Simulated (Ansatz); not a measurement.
# How Ni2Ge stores the work of compression

Computed with DFT PBEsol, scalar-relativistic, plane waves, PAW (Ansatz 0.2.0). (420 eV cutoff, 12×12×8 k-mesh, Gaussian smearing of 0.10 eV, no spin polarisation)

Starting point, cell and atoms relaxed:

```yaml
crystal:
  lattice:
    - [3.97196, 0.00000, 0.00000]
    - [-1.98598, 3.43982, 0.00000]
    - [0.00000, 0.00000, 5.01406]
  atoms:
    - { symbol: Ni, position: [0.66667, 0.33333, 0.25000] }
    - { symbol: Ni, position: [0.33333, 0.66667, 0.75000] }
    - { symbol: Ni, position: [0.00000, 0.00000, 0.00000] }
    - { symbol: Ni, position: [0.00000, 0.00000, 0.50000] }
    - { symbol: Ge, position: [0.66667, 0.33333, 0.75000] }
    - { symbol: Ge, position: [0.33333, 0.66667, 0.25000] }
```

Cell and atoms were relaxed at each target pressure within the start's symmetry (P6_3/mmc), at zero temperature; other phases can be more stable under pressure. H = E + PV with P the target; E is the free energy at the smearing used, whose derivative the pressure is, per atom and counted from zero pressure. Spin polarisation was left out, and a magnetic state may lie lower.

| P (GPa) | V (Å³/atom) | E − E0 (meV) | H − H0 (meV) |
| --- | --- | --- | --- |
| 0 | 11.418 | 0.0 | 0.0 |
| 3 | 11.254 | 1.5 | 212.2 |
| 8 | 11.008 | 9.9 | 559.6 |
| 15 | 10.711 | 31.1 | 1033.8 |
| 30 | 10.192 | 102.8 | 2011.2 |
| 60 | 9.447 | 307.5 | 3845.2 |

Task: Thermodynamics gives dH/dP = V along a relaxed path. Integrate V over P by the trapezoid rule and compare with the computed enthalpies.

Result: With 1 eV/Å³ = 160.22 GPa, each step adds the mean volume times ΔP / 160.22:
```tsv
P (GPa)	∫V dP (meV)	H − H0 (meV)	difference (meV)
3	212.3	212.2	0.0
8	559.6	559.6	0.1
15	1034.1	1033.8	0.2
30	2012.5	2011.2	1.4
60	3851.1	3845.2	5.9
```

V(P) curves upward, so the trapezoid rule runs high; integrating a smooth curve through the same points puts that excess at about 6.0 meV at 60 GPa, against the 5.9 meV found.

Task: At 60 GPa, how much of the enthalpy change is stored energy and how much is the PV term?

Result: E rises by 308 meV/atom and PV is 60 × 9.447 / 160.22 = 3538 meV/atom, so PV makes 92 % of ΔH. So between rival structures at high pressure a small difference in volume can outweigh the difference in energy: 1 % of this volume is worth 35.4 meV/atom at this pressure.

Task: What bulk modulus do the lowest pressures give, and how is the compression shared among the axes?

Result: From the pressures that the runs reached, -2.99 GPa (11.596 Å³) and 3.02 GPa (11.254 Å³), B = −ΔP/Δln V = 6.01 / 0.0300 = 200 GPa, a mean over that range. The linear compressibilities −Δln(length)/ΔP are 1.47 along a, 1.47 along b, 2.04 along c (in TPa⁻¹). With fixed angles they add up to 1/B: 4.99 against 4.99. Softest: c, at 41 % of the volume change per axis.